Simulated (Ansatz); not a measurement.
## How much do the gradients of SnS2 depend on the method?

Cell: a structure deposited in the COD whose atoms were relaxed with PBE, the cell held.

```
Sn S
1.0
     3.60500    0.00000    0.00000
    -1.80250    3.12202    0.00000
     0.00000    0.00000    5.46000
Sn S
1 2
Direct
  0.00000 0.00000 0.00000
  0.66667 0.33333 0.72870
  0.33333 0.66667 0.27130
```

Atom numbers follow the list; atoms alike are taken as one site, whose name carries the number of the first.

First run. All values are calculated (Ansatz; DFT, PBE, plane waves and PAW, scalar-relativistic, 420 eV cutoff, Γ-centred 14×14×8 k-points, Fermi–Dirac smearing 0.02 eV), not measured.

```tsv
site	atom	V_zz (10²¹ V/m²)	η
Sn	1	0.77	0.00
S	2	-3.40	0.00
```

Second run. The same atoms and settings, except that the functional is r2SCAN and the cutoff is 500 eV.

Problem. Given the first result, estimate the second.

Solution. 

| site | atom | V_zz | η | change of V_zz |
| --- | --- | --- | --- | --- |
| Sn | 1 | 0.73 | 0.00 | -0.04 |
| S | 2 | -3.58 | 0.00 | -0.18 |

The largest change of V_zz is on S, from -3.40 to -3.58. In per cent, |V_zz| changes by -5 on Sn, +5 on S (all sites that start above 0.5). Isomer shifts (Sn against SnO₂, from the density at the nucleus and a line fitted to measured compounds for each functional; the lines scatter by about 0.1 mm/s, so smaller changes between functionals mean little): Sn 1.06 → 1.07 mm/s.

For the first run: At this cell the PBE pressure is 7 GPa, so with PBE the cell would grow if it were relaxed. Without spin–orbit coupling (the program notes it for Sn) the gradients can shift somewhat, as the gap is small.
For the second run: At this cell the r2SCAN pressure is 5 GPa, so with r2SCAN the cell would grow if it were relaxed. The largest force is 0.3 eV/Å, so the atoms aren't at the calculated equilibrium and relaxing them would move these values. Without spin–orbit coupling (the program notes it for Sn) the gradients are little affected as a rule: paired runs on crystals with a gap mostly move them by under 2 % at such atoms. With these PAW files V_zz is typically within 2 to 3 % of all-electron values, but misses above 10 % occur on Sn.
